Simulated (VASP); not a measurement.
# CaO (Lime): relaxation of the atoms with LDA

CaO (Lime):

```
Ca O
1.0
     0.00000    2.35878    2.35878
     2.35878    0.00000    2.35878
     2.35878    2.35878    0.00000
Ca O
1 1
Direct
  0.00000 0.00000 0.00000
  0.50000 0.50000 0.50000
```

```json
{
 "Program": "VASP 6.6.1",
 "Task": "relaxation of the atoms",
 "Functional": "LDA",
 "Potentials or basis": "VASP PAW LDA potentials, release 64 (Ca_sv, O)",
 "Cutoff": "600 eV",
 "k mesh": "10 × 10 × 10",
 "Occupations": "gaussian, width 0.03 eV",
 "Spin": "no spin polarisation",
 "Further INCAR settings": "ALGO = Normal; EDIFF = 1e-07; IBRION = 2; EDIFFG = -0.01; NSW = 40"
}
```

The pressure after relaxing is 0.0 GPa. The band gap on the k mesh is 3.43 eV, indirect (least direct gap 3.78 eV).

Final structure:
```cif
data_structure
_symmetry_space_group_name_H-M 'P 1'
_symmetry_Int_Tables_number 1
_cell_length_a 3.3358
_cell_length_b 3.3358
_cell_length_c 3.3358
_cell_angle_alpha 60.000
_cell_angle_beta 60.000
_cell_angle_gamma 60.000
_cell_volume 26.25
loop_
_atom_site_label
_atom_site_type_symbol
_atom_site_fract_x
_atom_site_fract_y
_atom_site_fract_z
_atom_site_occupancy
Ca1 Ca 0.00000 0.00000 0.00000 1
O1 O 0.50000 0.50000 0.50000 1
```

Levels at points of the mesh, in eV from the valence-band top:
| k point | band 4 | band 5 | band 6 | band 7 | band 8 | band 9 | band 10 | band 11 | band 12 |
| --- | --- | --- | --- | --- | --- | --- | --- | --- | --- |
| (0.00, 0.00, 0.00) | -17.84 | -15.32 | 0.00 | 0.00 | 0.00 | 5.03 | 6.24 | 6.24 | 6.24 |
| (0.50, 0.00, 0.00) | -17.91 | -13.81 | -2.85 | -1.35 | -1.35 | 7.22 | 8.61 | 8.61 | 8.74 |
| (0.50, 0.50, 0.00) | -18.14 | -15.07 | -1.27 | -0.36 | -0.36 | 3.43 | 8.44 | 9.20 | 9.92 |

It took 9.6 s on 1 thread of Intel(R) Xeon(R) 6975P-C (Granite Rapids), on a shared host, peak memory 0.15 GiB.

Caveat: the relaxation stopped at its first step, so nothing moved. A k mesh can miss the band edges.
